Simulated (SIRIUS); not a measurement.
**RbCl under changes of volume**

One of the cells (35.094 Å³/atom); the others are scaled copies at fixed shape and fractional positions:

```
Rb Cl
1.0
     0.00000    3.27400    3.27400
     3.27400    0.00000    3.27400
     3.27400    3.27400    0.00000
Rb Cl
1 1
Direct
  0.00000 0.00000 0.00000
  0.50000 0.50000 0.50000
```

| Item | Value |
| --- | --- |
| Program | SIRIUS 7.12.0 |
| Functional | PBEsol |
| Potentials or basis | all-electron FP-LAPW |
| Cutoff | 158 eV |
| Basis | apw+lo standard |
| k mesh | 7 × 7 × 7 |
| Occupations | fermi-dirac, width 0.05 eV |
| Spin | no spin polarisation |

```csv
volume (Å³/atom),energy over the lowest point (meV/atom),gap on the mesh (eV)
32.989,6.72,5.09
33.690,2.71,5.02
34.392,0.53,4.96
35.094,0.00,4.90
35.796,0.85,4.84
36.498,?,?
37.200,6.12,4.73
```

Question: What does the run at 36.498 Å³/atom give?

Answer: Energy over the lowest point 2.85 meV/atom; gap on the mesh 4.78 eV.

Worked out: A Birch-Murnaghan fit of order 3 (a polynomial in V^(-2/3)) to the other rows has its minimum at 35.00 Å³/atom with B0 = V·E''(V) = 16.3 GPa and B' = 5.8. It gives 2.95 meV/atom at 36.498 Å³/atom, against the run's 2.85. A straight line through the other rows of the gap, of slope -2.98 eV per unit of ln V (its deformation potential), gives 4.78 eV, against the run's 4.78.

Energies are extrapolated to zero smearing.

Caveats: an odd mesh through Γ misses points on the zone boundary, where band edges often lie (some runs). Spin-orbit coupling on Rb is left out.
